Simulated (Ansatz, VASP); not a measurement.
ZrC in VASP and in Ansatz

The input INCAR:

```
SYSTEM = ZrC
PREC = Accurate
ENCUT = 520
EDIFF = 1E-6
ISMEAR = -1
SIGMA = 0.05
LREAL = .False.
LASPH = .True.
NELM = 60
ALGO = Normal
ISIF = 2
LWAVE = .False.
LCHARG = .False.
GGA = PE
NBANDS = 24
```

KPOINTS

```
Automatic mesh
0
Gamma
  9 9 5
  0 0 0
```

The input POSCAR:

```
ZrC
1.0
    3.4361060776      0.0000000000      0.0000000000
   -1.7180530388      2.9757551533      0.0000000000
    0.0000000000      0.0000000000      5.3596669437
Zr C
2 2
Direct
    0.6666666667      0.3333333333      0.7500000000
    0.3333333333      0.6666666667      0.2500000000
    0.0000000000      0.0000000000      0.5000000000
    0.0000000000      0.0000000000      0.0000000000
```

input.yaml

```yaml
crystal:
  lattice:
    - [3.4361060776, 0.0, 0.0]
    - [-1.7180530388, 2.9757551533, 0.0]
    - [0.0, 0.0, 5.3596669437]
  atoms:
    - { symbol: Zr, position: [0.6666666667, 0.3333333333, 0.75] }
    - { symbol: Zr, position: [0.3333333333, 0.6666666667, 0.25] }
    - { symbol: C, position: [0.0, 0.0, 0.5] }
    - { symbol: C, position: [0.0, 0.0, 0.0] }
hamiltonian:
  xc: pbe
  pseudopotentials: { kind: paw }
kpoints:
  mp_grid: { grid: [9, 9, 5] }
scf:
  occupations: { method: fermi_dirac, width: 0.05 }
output:
  forces: true
  stress: true
  eigenvalues: true
```

The cell comes from a database or a generator and needn't be the stable form of this composition.

Alike in both runs: task single point; functional PBE; k mesh 9 × 9 × 5; occupations fermi-dirac, width 0.05 eV; no spin polarisation.

|  | VASP | Ansatz |
| --- | --- | --- |
| version | VASP 6.6.1 | Ansatz 0.2.0 |
| potentials or method | VASP PAW PBE potentials, release 64 (Zr_sv, C) | Ansatz PAW |
| plane-wave cutoff (eV) | 520 | 420 |
| valence electrons in the cell | 32 | 32 |

VASP gave:

* gap on the k mesh at the Fermi level (eV): none
* pressure (GPa): -9.6
* largest component of the traceless stress (GPa): 1.83

Which values does Ansatz return?

gap on the k mesh at the Fermi level (eV): none; pressure (GPa): -9.8; largest component of the traceless stress (GPa): 1.84.

A gap of «none» marks a metal or a gap that the smearing closes. With one functional, cell and mesh, what is left measures potentials, basis and numerics.
